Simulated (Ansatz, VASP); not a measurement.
ZnS in VASP and in Ansatz

INCAR

```
PREC = Accurate ; ENCUT = 520
EDIFF = 1E-6 ; ISMEAR = -1
SIGMA = 0.05 ; LREAL = F
LASPH = T ; NELM = 60
ALGO = Normal ; ISIF = 2
LWAVE = F ; LCHARG = F
NBANDS = 16
```

File KPOINTS:

```
regular mesh
0
Gamma
  9 9 9
```

File POSCAR:

```
ZnS
1.0
    0.0000000000      2.6838652254      2.6838652254
    2.6838652254      0.0000000000      2.6838652254
    2.6838652254      2.6838652254      0.0000000000
Zn S
1 1
Direct
    0.7500000000      0.7500000000      0.7500000000
    0.0000000000      0.0000000000      0.0000000000
```

The input input.yaml:

```yaml
crystal:
  lattice:
    - [0.0, 2.6838652254, 2.6838652254]
    - [2.6838652254, 0.0, 2.6838652254]
    - [2.6838652254, 2.6838652254, 0.0]
  atoms:
    - { symbol: Zn, position: [0.75, 0.75, 0.75] }
    - { symbol: S, position: [0.0, 0.0, 0.0] }
kpoints:
  mp_grid: { grid: [9, 9, 9] }
scf:
  occupations: { method: fermi_dirac, width: 0.05 }
hamiltonian:
  xc: lda
  pseudopotentials: { kind: all_electron, lapw: { basis_error: 0.001 } }
output:
  forces: true
  stress: true
  eigenvalues: true
```

Change from the starting cell: volume scaled by 0.98.

Alike in both runs: task single point; functional LDA; k mesh 9 × 9 × 9; occupations fermi-dirac, width 0.05 eV; no spin polarisation.

|  | VASP | Ansatz |
| --- | --- | --- |
| version | VASP 6.6.1 | Ansatz 0.2.0 |
| potentials or method | VASP PAW LDA potentials, release 64 (Zn, S) | all-electron LAPW, scalar-relativistic |
| plane-wave cutoff (eV) | 520 | see its input |

```csv
,VASP,Ansatz,Ansatz less VASP
gap on the k mesh at the Fermi level (eV),1.98,1.95,-0.031
least direct gap on the mesh (eV),1.98,1.95,-0.031
pressure (GPa),-2.9,-3.1,-0.20
```

Ansatz ran all-electron here, so the differences hold the error of VASP's frozen core and of both bases.
